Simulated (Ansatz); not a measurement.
ZnSe built on the zincblende prototype, relaxed with r2SCAN in the plane-wave code Ansatz. Space group F-43m (No. 216), cubic; conventional cell a = 5.665 Å, 22.72 Å³ an atom. Zn is surrounded by 4 Se at 2.45 Å; Se is surrounded by 4 Zn at 2.45 Å.

The axes x, y and z are those of this cell:
```
CELL_PARAMETERS angstrom
0.00000 2.83242 2.83242
2.83242 0.00000 2.83242
2.83242 2.83242 0.00000
ATOMIC_POSITIONS crystal
Zn 0.00000 0.00000 0.00000
Se 0.25000 0.25000 0.25000
```

Unstrained: With PBE the gap is 1.294 eV and direct, at Γ. With r2SCAN the gap is 1.869 eV and direct, at Γ. HSE06 gives a direct gap of 2.422 eV at Γ. Meshes: PBE 8×8×8, r2SCAN 8×8×8, HSE06 6×6×6. Strains are changes of length per length. After each strain the atoms were relaxed again with r2SCAN within the symmetry that the strain leaves, so tilts or polar shifts that break it weren't tested; points keep the names that they have in the unstrained zone. (Simulation; spin polarisation is off.)

(1) One strain changed the r2SCAN stress by xx -3.47, yy -3.47, zz -0.02 GPa (compression positive) and the gap by -0.389 eV (PBE), -0.402 eV (r2SCAN), -0.422 eV (HSE06). Which kind of strain was it, and roughly how large?

(2) One strain changed the r2SCAN stress by xx -1.17, yy -1.17, zz -0.01 GPa (compression positive) and the gap by -0.126 eV (PBE), -0.131 eV (r2SCAN), -0.135 eV (HSE06). Which kind of strain was it, and roughly how large?

(3) One strain changed the r2SCAN stress by xx +1.85, yy +1.14, zz +1.14 GPa (compression positive) and the gap by +0.032 eV (PBE), +0.037 eV (r2SCAN), +0.040 eV (HSE06). Which kind of strain was it, and roughly how large?

(4) Apply isotropic -1.5 % on every length. How far does the gap move, against the unstrained cell?

(5) Apply isotropic -5.0 % on every length. How far does the gap move, against the unstrained cell?

Results:

(1) Epitaxial +5.0 % in the xy plane, free normal strain -6.12 %. The pattern of the stress gives the kind; the size needs the stiffness, so it is an estimate.

(2) Epitaxial +1.5 % in the xy plane, free normal strain -1.77 %. The pattern of the stress gives the kind; the size needs the stiffness, so it is an estimate.

(3) Uniaxial -2.0 % along x, other directions held. The pattern of the stress gives the kind; the size needs the stiffness, so it is an estimate.

(4) PBE: the gap goes from 1.294 to 1.479 eV (+0.185 eV). r2SCAN: the gap goes from 1.869 to 2.067 eV (+0.198 eV). HSE06: the gap goes from 2.422 to 2.629 eV (+0.207 eV). The r2SCAN energy rises by 10.0 meV an atom.

(5) PBE: the gap goes from 1.294 to 1.945 eV (+0.651 eV). r2SCAN: the gap goes from 1.869 to 2.564 eV (+0.695 eV). HSE06: the gap goes from 2.422 to 3.140 eV (+0.718 eV). The r2SCAN energy rises by 124.9 meV an atom.

The runs are scalar-relativistic, without spin-orbit coupling.

The meshes of the hybrids are coarse, so their gaps aren't converged to the digits shown.
